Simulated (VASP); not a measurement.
## Si: single point with PBE

Si:

```
Si
1.0
     0.00000    5.60528    5.60528
     5.60528    0.00000    5.60528
     5.60528    5.60528    0.00000
Si
16
Direct
  0.93842 0.99178 0.01910
  0.07406 0.11119 0.15679
  0.95565 0.01948 0.51189
  0.09850 0.13154 0.64775
  0.02334 0.47572 0.99348
  0.13024 0.62777 0.10170
  0.99334 0.48252 0.46275
  0.10961 0.64468 0.64264
  0.46883 0.98619 0.01158
  0.55898 0.15536 0.11834
  0.46778 0.02711 0.49294
  0.59011 0.14676 0.63495
  0.49267 0.54305 0.97518
  0.62274 0.61948 0.14992
  0.48751 0.49849 0.53417
  0.62913 0.67839 0.59206
```

The cell was built by a generator and needn't be a form met in nature.

| Item | Value |
| --- | --- |
| Program | VASP 6.6.1 |
| Task | single point |
| Functional | PBE |
| Potentials or basis | VASP PAW PBE potentials, release 64 (Si) |
| Cutoff | 520 eV |
| k mesh | 2 × 2 × 2 |
| Occupations | fermi-dirac, width 0.3 eV |
| Spin | no spin polarisation |

```
Pressure               : -4.9 GPa
Largest force          : 2.231 eV/Å
Band gap on the k mesh : 0.28 eV, direct
```

Forces in eV/Å, atoms in the order of the input:
```
Si   0.591  0.232  0.811
Si  -1.407 -0.378  0.828
Si   0.302  1.269 -0.017
Si  -0.648 -0.419 -0.759
Si   1.193 -0.451 -1.066
Si   0.170 -0.243 -0.231
Si   1.820  0.442  0.827
Si  -1.352 -0.804 -0.012
Si   0.598 -0.428 -0.153
Si   0.056  0.474  0.687
Si   0.668 -0.539  0.838
Si  -0.573  0.432 -1.126
Si  -0.455  0.768 -0.111
Si  -0.656 -0.064 -0.013
Si   0.699 -1.332  1.193
Si  -1.008  1.042 -1.696
```

Stress tensor (GPa, compression positive):
```
-4.85 -0.59  0.00
-0.59 -4.67 -1.67
 0.00 -1.67 -5.18
```

Levels at points of the mesh, in eV from the valence-band top:
```csv
k point,band 28,band 29,band 30,band 31,band 32,band 33,band 34,band 35,band 36,band 37
"(0.00, 0.00, 0.00)",-1.04,-0.85,-0.60,-0.31,0.00,0.28,0.34,0.46,0.55,0.69
"(0.50, 0.00, 0.00)",-1.87,-1.33,-1.09,-0.74,-0.25,0.77,0.86,0.98,1.16,1.30
"(0.00, 0.50, 0.00)",-1.74,-1.06,-0.96,-0.77,-0.34,0.90,1.00,1.19,1.28,1.36
"(0.00, 0.00, 0.50)",-1.90,-1.30,-0.93,-0.75,-0.19,0.81,0.97,1.06,1.25,1.41
"(0.50, 0.50, 0.50)",-2.02,-1.22,-1.10,-1.07,-0.64,0.58,0.75,0.88,1.15,1.21
"(0.50, 0.50, 0.00)",-1.79,-1.55,-1.35,-1.15,-1.00,0.78,0.81,1.75,1.86,1.92
"(0.00, 0.50, 0.50)",-1.74,-1.58,-1.53,-1.27,-0.84,0.83,0.93,1.70,1.80,2.04
"(0.50, 0.00, 0.50)",-1.65,-1.58,-1.49,-1.22,-0.84,0.77,0.89,1.71,1.82,1.94
```

Run time: 120 s on 1 thread of Intel(R) Xeon(R) 6975P-C (Granite Rapids), with other jobs on the host, peak memory 0.46 GiB.

Caveat: the k mesh is coarse (spacing up to 0.49 Å⁻¹), so the values aren't converged; forces of over 1 eV/Å show positions far from the minimum, so gaps and moduli don't describe the material at rest. A k mesh can miss the band edges.
